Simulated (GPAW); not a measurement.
# Mg (P-1) in GPAW: density of states with AM05

Aim: the density of states of Mg with AM05.

All numbers are computed with GPAW 26.7.0; they aren't measurements. Logs are shortened: lines on timing, memory, paths and dates and some standing lists are left out, and cuts for length are marked. The log counts tension as positive stress, the text compression.

**1. The cell of the first run**

The typed cell holds 1 atom: a = 2.955 Å, b = 3.281 Å, c = 3.144 Å, α = 89.44°, β = 100.10°, γ = 126.22°.

This isn't the form of Mg at room conditions, which is hcp.

**2. Density of states, AM05 (cell sheared at random, sigma 0.1, atoms nudged by 0.01 Å)**

Input file run.py:

```python
import numpy as np
from ase import Atoms
from ase.dft.bandgap import bandgap
from ase.io import write
from ase.units import Bohr, GPa
from gpaw import GPAW, PW, setup_paths
from gpaw.elf import elf_from_dft_calculation

setup_paths.insert(0, '.')

atoms = Atoms(['Mg'],
              cell=[[2.92949232, -0.26826216, -0.27565493],
                    [-1.697068, 2.80757338, 0.01256469],
                    [-0.27516131, -0.14438198, 3.12876902]],
              scaled_positions=[[0.0, 0.0, 0.0]],
              pbc=True)

calc = GPAW(mode=PW(800),
            xc='AM05',
            kpts={'size': (11, 10, 9), 'gamma': True},
            occupations={'name': 'fermi-dirac', 'width': 0.05},
            nbands=12,
            convergence={'density': 1e-05, 'energy': 1e-05},
            maxiter=150,
            txt='gpaw.txt')
atoms.calc = calc
energy = atoms.get_potential_energy()
forces = atoms.get_forces()
stress = atoms.get_stress()
calc.write('gs.gpw')
write('result.traj', atoms)
print(f'Energy: {energy:.6f} eV')
print('Forces (eV/A):')
print(forces.round(4))
print('Stress (GPa):', (stress / GPa).round(3))
print('Fermi level:', round(calc.get_fermi_level(), 4), 'eV')
print(f'Gap: {bandgap(calc)[0]:.4f} eV, direct: {bandgap(calc, direct=True)[0]:.4f} eV')

# fields on the real-space grid
write('density.cube', atoms, data=calc.get_pseudo_density() * Bohr**3)
write('potential.cube', atoms, data=calc.get_electrostatic_potential())
write('elf.cube', atoms, data=elf_from_dft_calculation(calc).data)

dense = calc.fixed_density(kpts={'size': (16, 15, 13), 'gamma': True}, update_fermi_level=True,
                           nbands=20, convergence={'bands': 'CBM+6.0', 'eigenstates': 1e-6}, txt='dos.txt')
ef = dense.get_fermi_level()
dos = dense.dos(shift_fermi_level=False)
energies = np.linspace(ef - 14, ef + 6, 401)
spins = [None]
columns = [energies] + [dos.raw_dos(energies, spin=s, width=0.1) for s in spins]
for symbol, l in [('Mg', 0), ('Mg', 1)]:
    for s in spins:
        columns.append(sum(dos.raw_pdos(energies, a=a.index, l=l, spin=s, width=0.1)
                           for a in atoms if a.symbol == symbol))
np.savetxt('dos.dat', np.array(columns).T, fmt='%.4f')
print('Fermi level on the dense mesh:', round(ef, 4), 'eV')
```

Potentials or basis: PAW data sets generated in the run's folder for this functional, pw.

Run with:

```
$ gpaw-setup -f AM05 Mg
$ OMP_NUM_THREADS=1 python run.py
```

gpaw.txt:

```text
__  _  _
 | _ |_)|_||  |
 |__||  | ||/\| - 26.7.0

Input parameters:
  mode=PW(ecut=800.0),
  convergence={'density': 1e-05, 'energy': 1e-05},
  kpts=MonkhorstPack(size=(11, 10, 9), gamma=True),
  maxiter=150,
  nbands=12,
  occupations=Occupations(name='fermi-dirac', width=0.05),
  xc=XC(name='AM05')

Diagonalizing LCAO Hamiltonian
Converting LCAO to pw mode

       Mg

Atoms  # Å, Bohr magnetons
|   | symbol |        x |        y |        z |    initial magnetic moments |
|---|--------|----------|----------|----------|-----------------------------|
| 0 |     Mg | 0.000000 | 0.000000 | 0.000000 | ( 0.0000,  0.0000,  0.0000) |

Unit cell  # Å
| periodic |         x |         y |         z |  lengths |     angles |
|----------|-----------|-----------|-----------|----------|------------|
|      yes |  2.929492 | -0.268262 | -0.275655 | 2.954636 |  89.439434 |
|      yes | -1.697068 |  2.807573 |  0.012565 | 3.280650 | 100.104259 |
|      yes | -0.275161 | -0.144382 |  3.128769 | 3.144162 | 126.224619 |

Number of symmetries: 2
Symmetry operations  # r_c * U_cc + t_c -> r_c
|   | kind |            matrix            |
|---|------|------------------------------|
| 0 |  E   |  1, 0, 0,  0, 1, 0,  0, 0, 1 |
| 1 |  i   | -1, 0, 0,  0,-1, 0,  0, 0,-1 |

BZ-sampling:
  Number of BZ points: 990
  Number of IBZ points: 496

  Monkhorst-Pack size: [11, 10, 9]
  Monkhorst-Pack shift: [0.0, 0.05, 0.0]

K-points  # in reciprocal-cell coordinates
|     |                                coordinates |     weight |
|-----|--------------------------------------------|------------|
|   0 | (  0.00000000,   0.00000000,   0.00000000) | 0.00101010 |
|   1 | (  0.00000000,   0.00000000,   0.11111111) | 0.00202020 |
|   2 | (  0.00000000,   0.00000000,   0.22222222) | 0.00202020 |
|   3 | (  0.00000000,   0.00000000,   0.33333333) | 0.00202020 |
|   4 | (  0.00000000,   0.00000000,   0.44444444) | 0.00202020 |
|   5 | (  0.00000000,   0.10000000,  -0.44444444) | 0.00202020 |
|   6 | (  0.00000000,   0.10000000,  -0.33333333) | 0.00202020 |
|   7 | (  0.00000000,   0.10000000,  -0.22222222) | 0.00202020 |
|   8 | (  0.00000000,   0.10000000,  -0.11111111) | 0.00202020 |
|   9 | (  0.00000000,   0.10000000,   0.00000000) | 0.00202020 |
| ... |                                            |            |
| 495 | (  0.45454545,   0.50000000,   0.44444444) | 0.00202020 |

Plane wave coefficients: 1253
Cutoff: 800.0 eV

Spin-components: 1 (collinear spins)
Bands:           12
Projectors:      5
Spin-degeneracy: 2
Datatype:        complex128

Parallelization:
  kpt:    1
  domain: 1
  band:   1

Density:
  Valence electrons: 10.0
  Components: 1
  Grid points: [20 24 21]
  Charge: 0.0  # |e|

Potential:
  Grid points: [20 24 21]

species:
  Mg:
    name:    Magnesium
    Z:       12.0
    valence: 10
    core:    2
    charge:  0.0  # [|e|]
    compensation charges:
      type: gauss
      rc: 0.33  # [Å]
      lmax: 2
    cutoffs:
      filter: 1.86  # [Å]
      core: 0.54  # [Å]
    projectors
    | kind |    occ | energy [eV] | rcut [Å] |
    |------|--------|-------------|----------|
    |   2s |  2.000 |     -79.446 |    1.090 |
    |   3s |  2.000 |      -4.645 |    1.090 |
    |   2p |  6.000 |     -46.563 |    1.085 |
    |   3p |  0.000 |      -1.288 |    1.085 |
    |    d |        |       0.000 |    1.037 |

    Using partial waves for Mg as LCAO basis

Reference energy: -5429.965475  # eV

eigensolver:
  PPCG
  Converge bands: occupied
  niter=2

density mixing:
  MSR1-Mixer
  Pratt-step length: 0.05
  Maximum mixing coefficient: 0.75
  Old densities: 10
  SVD Regularization: 0.005
  Good broyden scale: 1.0
  Trust region scale: 1.0
  Backstep threshold: 4.0
  History deletion threshold: 6.0
  Fourier metric: weight=20.0, sigma=0.015

occupation numbers:
  Fermi-Dirac:
    width: 0.0500  # eV

poisson solver:
  ecut: 6400.0  # eV

xc functional:
  name: AM05 with 2 nearest neighbor stencil

convergence criteria:
- Maximum integral of absolute [dens]ity change: 1e-05 electrons / valence electron
- Maximum [total energy] change in last 3 cyles: 1e-05 eV / valence electron
- Maximum integral of absolute [eigenst]ate change: 4e-08 eV^2 / valence electron
maximum number of iterations: 150

SCF iterations
|iter     | |      energy | eigst |  dens |
|---------|-|-------------|-------|-------|
|iter:   1| |   -1.460466 | +0.04 |       |
|iter:   2| |   -1.459787 | -2.37 | -1.57 |
|iter:   3| |   -1.449996 | -2.43 | -1.59 |
|iter:   4| |   -1.450024 | -3.20 | -2.13 |
|iter:   5| |   -1.450040c| -5.37 | -3.12 |
|iter:   6| |   -1.450042c| -6.22 | -3.83 |
|iter:   7| |   -1.450042c| -6.93 | -4.40 |
|iter:   8| |   -1.450042c| -8.22c| -5.32c|

Converged in 8 steps
Energy contributions relative to reference atoms: (reference = -5429.965475)

Energy contributions:
  Kinetic:          -0.773972
  Coulomb:           2.174307
  Zero:             -0.040834
  External:          0.000000
  Xc:               -2.806969
  Entropy:          -0.005148
  Spinorbit:         0.000000
  ----------------------------
  Free energy:      -1.452616
  Extrapolated:     -1.450042

dipole moment: (-1.382001, -3.457560, -4.137181)  # |e|*Ang

Fermi level: 3.229
Eigenvalues  # (at kpt = [0.000, 0.000, 0.000])
| band index |      eig [eV] | occ [0-2] |
|------------|---------------|-----------|
|          0 |       -72.533 |     2.000 |
|          1 |       -39.652 |     2.000 |
|          2 |       -39.626 |     2.000 |
|          3 |       -39.622 |     2.000 |
|          4 |        -3.490 |     2.000 |
|          5 |        11.094 |     0.000 |
|          6 |        11.577 |     0.000 |
|          7 |        14.364 |     0.000 |
|          8 |        15.709 |     0.000 |
|          9 |        17.433 |     0.000 |
|         10 |        18.610 |     0.000 |
|         11 |        22.095 |     0.000 |

No gap
No difference between direct/indirect transitions

Forces  # eV/Ang
|       x |       y |       z |
|---------|---------|---------|
| 0.00000 | 0.00000 | 0.00000 |  # Mg   0

Stress tensor  # eV/Ang^3
|         x |         y |        z |
|-----------|-----------|----------|
| -0.026490 | -0.028688 | 0.016993 |
| -0.028688 | -0.026982 | 0.011723 |
|  0.016993 |  0.011723 | 0.017790 |

# Writing to gs.gpw (mode='')
```

Wall time 4.5 min (1 thread of Arm Neoverse V2, shared host); peak memory 1.3 GiB.

Results:

```yaml
Free_energy: -1.4526 eV
Pressure: 1.9 GPa
Band_gap_on_the_k_mesh: none (metal or under the smearing width)
Density_of_states_at_the_Fermi_level: 0.50 states/eV per cell
```

States per cell in windows of 0.5 eV (zero at the Fermi level; states under -8 eV left out):
| from (eV) | total |
| --- | --- |
| -8.0 | 0.00 |
| -7.5 | 0.00 |
| -7.0 | 0.01 |
| -6.5 | 0.05 |
| -6.0 | 0.08 |
| -5.5 | 0.10 |
| -5.0 | 0.12 |
| -4.5 | 0.14 |
| -4.0 | 0.14 |
| -3.5 | 0.16 |
| -3.0 | 0.17 |
| -2.5 | 0.18 |
| -2.0 | 0.19 |
| -1.5 | 0.21 |
| -1.0 | 0.22 |
| -0.5 | 0.23 |
| 0.0 | 0.23 |
| 0.5 | 0.27 |
| 1.0 | 0.26 |
| 1.5 | 0.22 |
| 2.0 | 0.27 |
| 2.5 | 0.29 |
| 3.0 | 0.26 |
| 3.5 | 0.30 |
| 4.0 | 0.26 |
| 4.5 | 0.30 |
| 5.0 | 0.31 |
| 5.5 | 0.29 |
